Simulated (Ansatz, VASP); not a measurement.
**Two plane-wave programs on Rb**

The input INCAR:

```
ALGO = Normal
EDIFF = 1E-6
ENCUT = 520
GGA = PE
ISIF = 2
ISMEAR = 0
IVDW = 12
LASPH = True
LCHARG = True
LELF = True
LREAL = False
LVHAR = True
LWAVE = False
NBANDS = 16
NELM = 100
PREC = Accurate
SIGMA = 0.15
```

Contents of KPOINTS:

```
k-points
0
Gamma
  10 10 6
```

The input POSCAR:

```
Rb
1.0
    2.6595589288     -4.3297492603      0.0000000000
    2.6595589288      4.3297492603      0.0000000000
    0.0000000000      0.0000000000      8.0428646989
Rb
2
Direct
    0.8359965595      0.1640034405      0.7500000000
    0.1640034405      0.8359965595      0.2500000000
```

Input for Ansatz:

```yaml
crystal:
  lattice:
    - [2.6595589288, -4.3297492603, 0.0]
    - [2.6595589288, 4.3297492603, 0.0]
    - [0.0, 0.0, 8.0428646989]
  atoms:
    - { symbol: Rb, position: [0.8359965595, 0.1640034405, 0.75] }
    - { symbol: Rb, position: [0.1640034405, 0.8359965595, 0.25] }
basis:
  ecutwfc: 420
kpoints:
  mp_grid: { grid: [10, 10, 6] }
hamiltonian:
  xc: pbe
  dispersion: d3bj
scf:
  occupations: { method: gaussian, width: 0.15 }
output:
  forces: true
  stress: true
  eigenvalues: true
```

Change from the starting cell: normal strain along x +0.0750, normal strain along z +0.0000.

Alike in both runs: task single point; functional PBE; dispersion D3(BJ); k mesh 10 × 10 × 6; occupations gaussian, width 0.15 eV; no spin polarisation.

|  | VASP | Ansatz |
| --- | --- | --- |
| version | VASP 6.6.1 | Ansatz 0.2.0 |
| potentials or method | VASP PAW PBE potentials, release 64 (Rb_sv) | scalar-relativistic, plane waves, PAW |
| plane-wave cutoff (eV) | 520 | 420 |
| valence electrons in the cell | 18 | 18 |

|  | VASP | Ansatz | Ansatz less VASP |
| --- | --- | --- | --- |
| gap on the k mesh at the Fermi level (eV) | none | none | - |
| pressure (GPa) | -0.2 | -0.2 | 0.00 |
| largest component of the traceless stress (GPa) | 0.13 | 0.13 | 0.000 |
| rms of the force components (eV/Å) | 0.010 | 0.010 | 0.0000 |

Atom by atom the forces differ by 0.000 eV/Å (rms over components). A gap of «none» marks a metal or a gap that the smearing closes.

Caveats: pairwise dispersion overbinds metals, which lowers pressure and volume.
